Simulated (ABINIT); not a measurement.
# GaN (F-43m) in ABINIT: notebook, part 2 of 2

ABINIT 10.8.3 (patched build). The steps go on from the part before.

### 3 Band structure, AM05

The input, run.abi:

```
ndtset 2

pp_dirpath "./"
pseudos "Ga.upf, N.upf"

acell 3.1869311219 3.1869311219 3.1869311219 Angstrom
rprim
     0.0000000000     0.7071067812     0.7071067812
     0.7071067812     0.0000000000     0.7071067812
     0.7071067812     0.7071067812     0.0000000000
ntypat 2
znucl 31 7
natom 2
typat 1 2
xred
     0.0000000000     0.0000000000     0.0000000000
     0.2500000000     0.2500000000     0.2500000000

ecut 42.0

ixc -120135

occopt 3
tsmear 0.00183747

nstep 100

iomode 3
prtwf 0
prteig 0
prtebands 0
enunit 2
prtden1 1

kptopt1 1
ngkpt1 10 10 10
nshiftk1 1
shiftk1 0.0 0.0 0.0
nband1 13
tolvrs1 1.0e-10

iscf2 -2
getden2 1
nband2 17
nbdbuf2 2
tolwfr2 1.0e-12
kptopt2 -9
ndivsm2 5
prteig2 1
prtvol2 -3
kptbounds2
     0.0000000000     0.0000000000     0.0000000000
     0.5000000000     0.0000000000     0.5000000000
     0.5000000000     0.2500000000     0.7500000000
     0.3750000000     0.3750000000     0.7500000000
     0.0000000000     0.0000000000     0.0000000000
     0.5000000000     0.5000000000     0.5000000000
     0.6250000000     0.2500000000     0.6250000000
     0.5000000000     0.2500000000     0.7500000000
     0.5000000000     0.5000000000     0.5000000000
     0.3750000000     0.3750000000     0.7500000000
```

Potentials or basis: PseudoDojo NC SR PBEsol v0.4.1 standard.

On the command line:

```console
abinit run.abi > log 2>&1
```

run.abo:

```text
.Version 10.8.3 of ABINIT
 DATASET    1 : space group F-4 3 m (#216); Bravais cF (face-center cubic)
================================================================================
 Values of the parameters that define the memory need for DATASET  1.
     intxc =       0    ionmov =       0      iscf =       7    lmnmax =       6
     lnmax =       6     mgfft =      36  mpssoang =       3    mqgrid =    3001
     natom =       2  nloc_mem =       1    nspden =       1   nspinor =       1
    nsppol =       1      nsym =      24    n1xccc =    2501    ntypat =       2
    occopt =       3   xclevel =       2
       mpw =        2020          nfft =       46656          nkpt =          47
================================================================================
================================================================================

 DATASET    2 : space group F-4 3 m (#216); Bravais cF (face-center cubic)
================================================================================
 Values of the parameters that define the memory need for DATASET  2.
     intxc =       0    ionmov =       0      iscf =      -2    lmnmax =       6
     lnmax =       6     mgfft =      36  mpssoang =       3    mqgrid =    3001
     natom =       2  nloc_mem =       1    nspden =       1   nspinor =       1
    nsppol =       1      nsym =      24    n1xccc =    2501    ntypat =       2
    occopt =       3   xclevel =       2
       mpw =        2033          nfft =       46656          nkpt =          87
================================================================================
[... 1593 lines left out ...]
   3.53132   11.08992   12.84572   15.62327   17.16861   20.18672   24.59688   26.72839
  28.66157
 kpt#  85, nband= 17, wtk=  1.00000, kpt=  0.4028  0.4028  0.6944 (reduced coord)
  -9.64287   -8.17375   -8.06514   -8.01827   -7.93708   -6.14458   -0.81307    1.24965
   3.35701   10.78312   13.05528   15.80110   17.52725   19.58872   24.81630   27.66481
  28.90958
 kpt#  86, nband= 17, wtk=  1.00000, kpt=  0.3889  0.3889  0.7222 (reduced coord)
  -9.62987   -8.17122   -8.04360   -8.02494   -7.93603   -6.06684   -0.67288    0.98629
   3.20204   10.47894   13.14012   16.05580   17.82996   19.10518   25.18140   28.04256
  29.44575
 kpt#  87, nband= 17, wtk=  1.00000, kpt=  0.3750  0.3750  0.7500 (reduced coord)
  -9.62281   -8.17098   -8.02936   -8.02769   -7.93126   -6.03289   -0.64589    0.97532
   3.07551   10.21351   13.09888   16.28498   18.05882   18.80110   25.69128   28.05876
  29.82306

== END DATASET(S) ==============================================================
================================================================================

 -outvars: echo values of variables after computation  --------
            acell      6.0224270025E+00  6.0224270025E+00  6.0224270025E+00 Bohr
           etotal1    -8.6618003276E+01
            fcart1     0.0000000000E+00  0.0000000000E+00  0.0000000000E+00
                       0.0000000000E+00  0.0000000000E+00  0.0000000000E+00
            rprim      0.0000000000E+00  7.0710678120E-01  7.0710678120E-01
                       7.0710678120E-01  0.0000000000E+00  7.0710678120E-01
                       7.0710678120E-01  7.0710678120E-01  0.0000000000E+00
           strten1     3.5563551368E-05  3.5563551368E-05  3.5563551368E-05
                       0.0000000000E+00  0.0000000000E+00  0.0000000000E+00
           xangst      0.0000000000E+00  0.0000000000E+00  0.0000000000E+00
                       1.1267503038E+00  1.1267503038E+00  1.1267503038E+00
             xred      0.0000000000E+00  0.0000000000E+00  0.0000000000E+00
                       2.5000000000E-01  2.5000000000E-01  2.5000000000E-01
 Calculation completed.
```

Run time: 75 s. Hardware: 1 thread of Arm Neoverse V2, shared host; peak memory 0.11 GiB.

Results:

```yaml
Free_energy: -2356.9959 eV
Pressure: -1.0 GPa
Band_gap_on_the_k_mesh: 1.75 eV, direct
Band_gap_along_the_path: 1.75 eV, direct
Valence_electrons_inside_the_program's_atomic_spheres: Ga 10.89; N 5.21
```

Levels at the corners of the path, in eV from the valence-band top:
| point | band 5 | band 6 | band 7 | band 8 | band 9 | band 10 | band 11 | band 12 | band 13 | band 14 |
| --- | --- | --- | --- | --- | --- | --- | --- | --- | --- | --- |
| Γ | -13.24 | -13.24 | 0.00 | 0.00 | 0.00 | 1.75 | 10.25 | 10.25 | 10.25 | 17.47 |
| X | -13.16 | -11.46 | -6.17 | -2.72 | -2.72 | 3.30 | 6.61 | 11.66 | 13.90 | 13.90 |
| W | -13.22 | -11.18 | -5.74 | -3.73 | -3.67 | 6.18 | 8.36 | 10.24 | 11.05 | 15.19 |
| K | -13.20 | -11.30 | -5.91 | -4.29 | -2.19 | 4.95 | 7.83 | 11.02 | 12.79 | 13.53 |
| Γ | -13.24 | -13.24 | 0.00 | 0.00 | 0.00 | 1.75 | 10.25 | 10.25 | 10.25 | 17.47 |
| L | -13.19 | -11.91 | -7.09 | -0.98 | -0.98 | 4.62 | 8.69 | 10.31 | 10.31 | 15.53 |
| U | -13.20 | -11.30 | -5.91 | -4.29 | -2.19 | 4.95 | 7.83 | 11.02 | 12.79 | 13.53 |
| W | -13.22 | -11.18 | -5.74 | -3.73 | -3.67 | 6.18 | 8.36 | 10.24 | 11.05 | 15.19 |
| L | -13.19 | -11.91 | -7.09 | -0.98 | -0.98 | 4.62 | 8.69 | 10.31 | 10.31 | 15.53 |
| K | -13.20 | -11.30 | -5.91 | -4.29 | -2.19 | 4.95 | 7.83 | 11.02 | 12.79 | 13.53 |

Caveat: the potentials were made for another functional, which shifts forces and pressure.

### 4 Equation of state, LDA

The input, run.abi:

```
# Datasets: one volume each
ndtset 7
getwfk -1
scalecart1 3*0.9795861087
scalecart2 3*0.9864848297
scalecart3 3*0.9932883884
scalecart4 3*1.0000000000
scalecart5 3*1.0066227096
scalecart6 3*1.0131594038
scalecart7 3*1.0196128224

# Pseudopotentials
pp_dirpath "./"
pseudos "Ga.LDA_PW-JTH.xml, N.LDA_PW-JTH.xml"

# Structure
acell 3*1.0
rprim
     0.0000000000     4.2584989699     4.2584989699
     4.2584989699     0.0000000000     4.2584989699
     4.2584989699     4.2584989699     0.0000000000
ntypat 2
znucl 31 7
natom 2
typat 1 2
xred
     0.0000000000     0.0000000000     0.0000000000
     0.2500000000     0.2500000000     0.2500000000

# Plane-wave basis
ecut 25.0
pawecutdg 47.0

# k points
kptopt 1
ngkpt 10 10 10
nshiftk 1
shiftk 0.0 0.0 0.0

# Exchange and correlation
ixc 7

# Bands and occupations
nband 13
occopt 3
tsmear 0.05 eV

# SCF cycle
nstep 100
tolvrs 1.0e-9

# Output
iomode 3
prtwf 1
prtden 0
prteig 0
prtebands 0
```

Potentials or basis: JTH PAW LDA v2.0.

On the command line:

```console
abinit run.abi > log 2>&1
```

run.abo:

```text
.Version 10.8.3 of ABINIT
 DATASET    1 : space group F-4 3 m (#216); Bravais cF (face-center cubic)
================================================================================
 Values of the parameters that define the memory need for DATASET  1.
     intxc =       0    ionmov =       0      iscf =      17    lmnmax =      18
     lnmax =       6     mgfft =      30  mpssoang =       3    mqgrid =    3001
     natom =       2  nloc_mem =       2    nspden =       1   nspinor =       1
    nsppol =       1      nsym =      24    n1xccc =       1    ntypat =       2
    occopt =       3   xclevel =       1
       mpw =         891          nfft =       27000          nkpt =          47
 PAW method is used; the additional fine FFT grid is defined by:
   mgfftf=        40    nfftf =     64000
================================================================================
================================================================================
[... 71 lines left out ...]
 DATASET    7 : space group F-4 3 m (#216); Bravais cF (face-center cubic)
================================================================================
 Values of the parameters that define the memory need for DATASET  7.
     intxc =       0    ionmov =       0      iscf =      17    lmnmax =      18
     lnmax =       6     mgfft =      30  mpssoang =       3    mqgrid =    3001
     natom =       2  nloc_mem =       2    nspden =       1   nspinor =       1
    nsppol =       1      nsym =      24    n1xccc =       1    ntypat =       2
    occopt =       3   xclevel =       1
       mpw =         990          nfft =       27000          nkpt =          47
 PAW method is used; the additional fine FFT grid is defined by:
   mgfftf=        40    nfftf =     64000
================================================================================
================================================================================

--------------------------------------------------------------------------------
------------- Echo of variables that govern the present computation ------------
--------------------------------------------------------------------------------
 -outvars: echo values of preprocessed input variables --------
            acell      1.0000000000E+00  1.0000000000E+00  1.0000000000E+00 Bohr
              amu      6.97230000E+01  1.40067400E+01
             ecut      2.50000000E+01 Hartree
           getwfk          -1
              ixc           7
           jdtset        1    2    3    4    5    6    7
         kptrlatt       10    0    0      0   10    0      0    0   10
[... 145 lines left out ...]
 Spheres core radius: rc_sph= 1.20497474
 Shapefunction is SIN type: shapef(r)=[sin(pi*r/rshp)/(pi*r/rshp)]**2
 Radius for shape functions =  1.00243812
 Compensation charge density is not taken into account in XC energy/potential

   4.53888622E+02                                ecore*ucvol(ha*bohr**3)
--------------------------------------------------------------------------------

[... 1273 lines left out ...]
-Cartesian components of stress tensor (GPa)         [Pressure= -1.5519E+01 GPa]
- sigma(1 1)=  1.55189508E+01  sigma(3 2)=  0.00000000E+00
- sigma(2 2)=  1.55189508E+01  sigma(3 1)=  0.00000000E+00
- sigma(3 3)=  1.55189508E+01  sigma(2 1)=  0.00000000E+00

== END DATASET(S) ==============================================================
================================================================================

 -outvars: echo values of variables after computation  --------
            acell      1.0000000000E+00  1.0000000000E+00  1.0000000000E+00 Bohr
           etotal1    -8.9379894803E+01
           etotal2    -8.9380288248E+01
           etotal3    -8.9380225430E+01
           etotal4    -8.9379753402E+01
           etotal5    -8.9378915016E+01
           etotal6    -8.9377751796E+01
           etotal7    -8.9376296544E+01
            fcart1     2.5213898825E-31  2.5213898825E-31 -7.5641696475E-31
                      -2.5213898825E-31 -2.5213898825E-31  7.5641696475E-31
            fcart2    -0.0000000000E+00 -0.0000000000E+00 -0.0000000000E+00
                      -0.0000000000E+00 -0.0000000000E+00 -0.0000000000E+00
            fcart3    -1.2433038241E-31 -1.2433038241E-31  3.7299114724E-31
                       1.2433038241E-31  1.2433038241E-31 -3.7299114724E-31
            fcart4    -2.4699185035E-31 -1.2349592518E-31  4.9398370070E-31
                       2.4699185035E-31  1.2349592518E-31 -4.9398370070E-31
            fcart5    -0.0000000000E+00 -0.0000000000E+00 -0.0000000000E+00
                      -0.0000000000E+00 -0.0000000000E+00 -0.0000000000E+00
[... 38 lines left out ...]
                       0.0000000000E+00  0.0000000000E+00  0.0000000000E+00
           xangst1     0.0000000000E+00  0.0000000000E+00  0.0000000000E+00
                       1.1037489448E+00  1.1037489448E+00  1.1037489448E+00
           xangst2     0.0000000000E+00  0.0000000000E+00  0.0000000000E+00
                       1.1115220808E+00  1.1115220808E+00  1.1115220808E+00
           xangst3     0.0000000000E+00  0.0000000000E+00  0.0000000000E+00
                       1.1191879926E+00  1.1191879926E+00  1.1191879926E+00
           xangst4     0.0000000000E+00  0.0000000000E+00  0.0000000000E+00
                       1.1267503030E+00  1.1267503030E+00  1.1267503030E+00
           xangst5     0.0000000000E+00  0.0000000000E+00  0.0000000000E+00
                       1.1342124430E+00  1.1342124430E+00  1.1342124430E+00
           xangst6     0.0000000000E+00  0.0000000000E+00  0.0000000000E+00
                       1.1415776652E+00  1.1415776652E+00  1.1415776652E+00
           xangst7     0.0000000000E+00  0.0000000000E+00  0.0000000000E+00
                       1.1488490566E+00  1.1488490566E+00  1.1488490566E+00
             xred      0.0000000000E+00  0.0000000000E+00  0.0000000000E+00
                       2.5000000000E-01  2.5000000000E-01  2.5000000000E-01
 Calculation completed.
```

It took 97 s on 1 thread of Arm Neoverse V2, shared host; peak memory 0.13 GiB.

What came out:

| Quantity | Value |
| --- | --- |
| Equilibrium volume | 11.07 Å³/atom |
| Bulk modulus | 202 GPa |
| Pressure derivative of the bulk modulus | 4.5 |

Energy against volume, from the lowest point:
```
volume (Å³/atom)  energy (meV/atom)
          10.757               5.35
          10.986               0.00
          11.215               0.85
          11.444               7.28
          11.673              18.68
          11.902              34.51
          12.131              54.31
```

Caveat: the cutoff is too short for stress, so the log's stress isn't used; pressures at fixed basis lie under the slope of the energies.

### 5 Band structure, PW91

The input, run.abi:

```
ndtset 2

pp_dirpath "./"
pseudos "Ga.GGA_PBE-JTH.xml, N.GGA_PBE-JTH.xml"

acell 6.0224269985 6.0224269985 6.0224269985
rprim
     0.0000000000     0.7071067812     0.7071067812
     0.7071067812     0.0000000000     0.7071067812
     0.7071067812     0.7071067812     0.0000000000
ntypat 2
znucl 31 7
natom 2
typat 1 2
xcart
     0.0000000000     0.0000000000     0.0000000000
     2.1292494849     2.1292494849     2.1292494849

ecut 25.0
pawecutdg 47.0

ixc -109134

occopt 3
tsmear 0.05 eV

nstep 100

iomode 3
prtwf 0
prteig 0
prtebands 0
prtden1 1

kptopt1 1
ngkpt1 10 10 10
nshiftk1 1
shiftk1 0.0 0.0 0.0
nband1 13
tolvrs1 1.0e-9

iscf2 -2
getden2 1
nband2 17
nbdbuf2 2
tolwfr2 1.0e-12
kptopt2 -9
ndivsm2 5
prteig2 1
kptbounds2
     0.0000000000     0.0000000000     0.0000000000
     0.5000000000     0.0000000000     0.5000000000
     0.5000000000     0.2500000000     0.7500000000
     0.3750000000     0.3750000000     0.7500000000
     0.0000000000     0.0000000000     0.0000000000
     0.5000000000     0.5000000000     0.5000000000
     0.6250000000     0.2500000000     0.6250000000
     0.5000000000     0.2500000000     0.7500000000
     0.5000000000     0.5000000000     0.5000000000
     0.3750000000     0.3750000000     0.7500000000
```

Potentials or basis: JTH PAW PBE v2.0.

On the command line:

```console
abinit run.abi > log 2>&1
```

Run time: 41 s. Hardware: 1 thread of Arm Neoverse V2, shared host; peak memory 0.11 GiB.

It converged, with:

```yaml
Free_energy: -2428.5825 eV
Band_gap_on_the_k_mesh: 1.72 eV, direct
Valence_electrons_inside_the_program's_atomic_spheres: Ga 11.19; N 2.58
```

Levels at the corners of the path, in eV from the valence-band top:
| point | band 7 | band 8 | band 9 | band 10 | band 11 | band 12 |
| --- | --- | --- | --- | --- | --- | --- |
| Γ | 0.00 | 0.00 | 0.00 | 1.72 | 10.29 | 10.29 |
| X | -6.13 | -2.70 | -2.70 | 3.37 | 6.64 | 11.69 |
| W | -5.70 | -3.68 | -3.63 | 6.23 | 8.34 | 10.26 |
| K | -5.87 | -4.24 | -2.17 | 5.00 | 7.83 | 11.05 |
| Γ | 0.00 | 0.00 | 0.00 | 1.72 | 10.29 | 10.29 |
| L | -7.03 | -0.97 | -0.97 | 4.62 | 8.72 | 10.35 |
| U | -5.87 | -4.24 | -2.17 | 5.00 | 7.83 | 11.05 |
| W | -5.70 | -3.68 | -3.63 | 6.23 | 8.34 | 10.26 |
| L | -7.03 | -0.97 | -0.97 | 4.62 | 8.72 | 10.35 |
| K | -5.87 | -4.24 | -2.17 | 5.00 | 7.83 | 11.05 |

Caveat: the cutoff is too short for stress, so the log's stress isn't used; the PAW data sets were made with another functional, which shifts forces and pressure a little.

### 6 Overview

| task | level | potentials or basis | cutoff (eV) | fine-grid cutoff | gap on the mesh (eV) |
| --- | --- | --- | --- | --- | --- |
| band structure | LDA | JTH PAW LDA v2.0 | 680 | 1278.94 eV | 1.73 |
| band structure | AM05 | PseudoDojo NC SR PBEsol v0.4.1 standard | 1143 | - | 1.75 |
| equation of state | LDA | JTH PAW LDA v2.0 | 680 | 1278.94 eV | - |
| band structure | PW91 | JTH PAW PBE v2.0 | 680 | 1278.94 eV | 1.72 |

Alike in all rows: no spin polarisation; cell as given; k mesh 10 × 10 × 10; smearing fermi-dirac 0.05 eV.

Caveats: the potentials were made for another functional, which shifts forces and pressure (some runs); pressures at fixed basis lie under the slope of the energies (some runs); the PAW data sets were made with another functional, which shifts forces and pressure a little (some runs).

Absolute energies hang on the potentials; compare differences alone.

### 7 Comparison with measurements

Step 2. Against the measured gap of GaN, 3.299 eV (direct; 0 K; a printed reference work, textbook), the calculated 1.73 eV is off by -1.57 eV. Spin-orbit coupling on Ga is left out. The value is that of LDA, without temperature or zero-point motion. Semilocal functionals fall short of measured gaps as a rule. The cell is a database's relaxed one, not the measured one, which moves gaps too.

Step 3. A measured gap of GaN is 3.299 eV (direct; 0 K; a printed reference work, textbook); the calculated 1.75 eV misses it by -1.55 eV. Spin-orbit coupling on Ga is left out. The value is that of AM05, without temperature or zero-point motion. Semilocal functionals fall short of measured gaps as a rule. The cell is a database's relaxed one, not the measured one, which moves gaps too.

Step 5. Against the measured gap of GaN, 3.299 eV (direct; 0 K; a printed reference work, textbook), the calculated 1.72 eV is off by -1.58 eV. Spin-orbit coupling on Ga is left out. The value is that of PW91, without temperature or zero-point motion. Semilocal functionals fall short of measured gaps as a rule. The cell is a database's relaxed one, not the measured one, which moves gaps too.
